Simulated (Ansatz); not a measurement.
## Trial inputs on MgS

The reference input for Ansatz (plane-wave DFT with PAW):

```yaml
crystal:
  lattice:
    - [0.0, 2.8331200468, 2.8331200468]
    - [2.8331200468, 0.0, 2.8331200468]
    - [2.8331200468, 2.8331200468, 0.0]
  atoms:
    - { symbol: Mg, position: [0.0, 0.0, 0.0] }
    - { symbol: S, position: [0.75, 0.75, 0.75] }
basis:
  ecutwfc: 420
kpoints:
  mp_grid: { grid: [8, 8, 8] }
hamiltonian:
  xc: pbe
scf:
  occupations: { method: gaussian, width: 0.1 }
output:
  forces: true
  stress: true
  eigenvalues: true
```

Command:

```bash
ansatz run input.yaml --threads 1 --pin off --max-ram 1331MiB --backend cpu --events-out ev --progress --plain --runs-dir out
```

The run converges in 6 SCF iterations on 29 irreducible k-points: pressure 0.94 GPa, gap on the sampled k-points 3.45 eV.

The inputs are trials, many of them unsound on purpose. Their numbers show the effect of the settings and aren't properties of the material. Each trial's input is given as a difference from the reference's; energies are extrapolated to zero smearing where there is one, and pressure is positive in compression.

**Question.** Trial 1 (one atom moved):

```diff
 crystal:
   atoms:
-    - { symbol: S, position: [0.75, 0.75, 0.75] }
+    - { symbol: S, position: [0.8382419368, 0.6617580632, 0.8382419368] }
 kpoints:
-  mp_grid: { grid: [8, 8, 8] }
+  mp_grid: { grid: [2, 2, 2] }
 scf:
+  lower_state_search: "off"
```

What does the program give?

**Answer.** The run converges in 6 SCF iterations on 5 irreducible k-points: energy 679 meV per atom above the reference, pressure 9.76 GPa, largest force 2.355 eV/Å, gap on the sampled k-points 2.77 eV.